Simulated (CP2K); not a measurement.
## Rh under changes of volume

One of the cells (14.302 Å³/atom); the others are scaled copies at fixed shape and fractional positions:

```
Rh
1.0
     2.73098    0.00000    0.00000
    -1.36549    2.36510    0.00000
     0.00000    0.00000    4.42849
Rh
2
Cartesian
  0.0000 1.5767 1.1071
  1.3655 0.7884 3.3214
```

This isn't the form of Rh at room conditions, which is fcc.

| Item | Value |
| --- | --- |
| Program | CP2K 2026.2 |
| Functional | PBEsol |
| Potentials or basis | POTENTIAL_UZH Rh GTH-PBE-q17; TZVP-MOLOPT-PBE-GTH basis |
| Density cutoff | 6123 eV |
| k mesh | 11 × 11 × 6 |
| Occupations | fermi-dirac, width 0.05 eV |
| Spin | no spin polarisation |

```csv
volume (Å³/atom),energy over the lowest point (meV/atom),pressure (GPa)
13.444,?,?
13.730,0.00,-1.1
14.016,7.33,-6.8
14.302,24.20,-11.8
14.588,49.45,-16.2
14.874,82.05,-20.0
15.160,121.07,-23.4
```

What does the run at 13.444 Å³/atom give?

Energy over the lowest point 3.51 meV/atom; pressure 5.4 GPa.

Worked out: A Birch-Murnaghan fit of order 3 (a polynomial in V^(-2/3)) to the other rows has its minimum at 13.67 Å³/atom, just outside them, with B0 = V·E''(V) = 298 GPa and B' = 5.2 at fixed shape and positions, which overstates the stiffness. It gives 3.55 meV/atom at 13.444 Å³/atom, against the run's 3.51, and -dE/dV = 5.3 GPa, against 5.4.

Energies are extrapolated to zero smearing.

Caveats: the potentials were made for another functional, which shifts forces and pressure; the basis of atomic orbitals isn't converged, which shifts pressures, moduli and gaps.
